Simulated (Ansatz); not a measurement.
Relativity in LiBr

```xyz
2
Lattice="0.0000 2.7445 2.7445 2.7445 0.0000 2.7445 2.7445 2.7445 0.0000" Properties=species:S:1:pos:R:3 pbc="T T T"
Li    0.0000    0.0000    0.0000
Br    2.7445    2.7445    2.7445
```

Atoms are numbered in the order listed.

The cell is COD entry 1011363, as deposited and not checked against the literature; nothing was relaxed. It is an old determination, and later ones may differ.

One fixed cell is solved with PBE by full-potential LAPW in Ansatz 0.2.0 under different relativistic treatments. Pressure is positive in compression.

Numerical set-up: a Γ-centred 8×8×8 k mesh, Fermi–Dirac smearing of 0.03 eV, basis error target 1 meV/atom, no spin polarisation.

```json
{"setting": "scalar-relativistic", "P (GPa)": "0.32", "gap on the k mesh (eV)": "4.97"}
{"setting": "non-relativistic", "P (GPa)": "?", "gap on the k mesh (eV)": "5.31"}
{"setting": "with spin–orbit coupling", "P (GPa)": "0.33", "gap on the k mesh (eV)": "?"}
{"setting": "scalar-relativistic, inner shells corrected to Dirac", "P (GPa)": "0.32", "gap on the k mesh (eV)": "4.97"}
```

Problem. Give the missing entry: row "with spin–orbit coupling", column "gap on the k mesh (eV)".

Solution. 4.79.

Problem. Fill in "P (GPa)" for the row "non-relativistic".

Solution. 0.49.
